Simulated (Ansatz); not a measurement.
## Ir under changes of volume

One of the cells (14.059 Å³/atom); the others are scaled copies at fixed shape and fractional positions:

```
CELL_PARAMETERS angstrom
0.00000 1.91560 1.91560
1.91560 0.00000 1.91560
1.91560 1.91560 0.00000
ATOMIC_POSITIONS crystal
Ir 0.00000 0.00000 0.00000
```

| Quantity | Value |
| --- | --- |
| Program | Ansatz 0.2.0 |
| Functional | PBE |
| Potentials or basis | Ansatz PAW |
| Cutoff | 420 eV (not typed: the program's choice for these potentials) |
| k mesh | 12 × 12 × 12 |
| Occupations | fermi-dirac, width 0.05 eV |
| Spin | no spin polarisation |

| volume (Å³/atom) | energy over the lowest point (meV/atom) | pressure (GPa) |
| --- | --- | --- |
| 13.215 | 143.29 | 40.3 |
| 13.496 | 82.42 | 29.4 |
| 13.778 | ? | ? |
| 14.059 | 12.67 | 11.2 |
| 14.340 | 0.01 | 3.5 |
| 14.621 | 0.00 | -3.3 |
| 14.902 | 11.20 | -9.3 |

Problem. What does the run at 13.778 Å³/atom give?

Solution. Energy over the lowest point 39.55 meV/atom; pressure 19.7 GPa.

Worked out: A Birch-Murnaghan fit of order 3 (a polynomial in V^(-2/3)) to the other rows has its minimum at 14.48 Å³/atom with B0 = V·E''(V) = 349 GPa and B' = 5.1. It gives 39.46 meV/atom at 13.778 Å³/atom, against the run's 39.55, and -dE/dV = 19.7 GPa, against 19.7.

Energies are extrapolated to zero smearing.
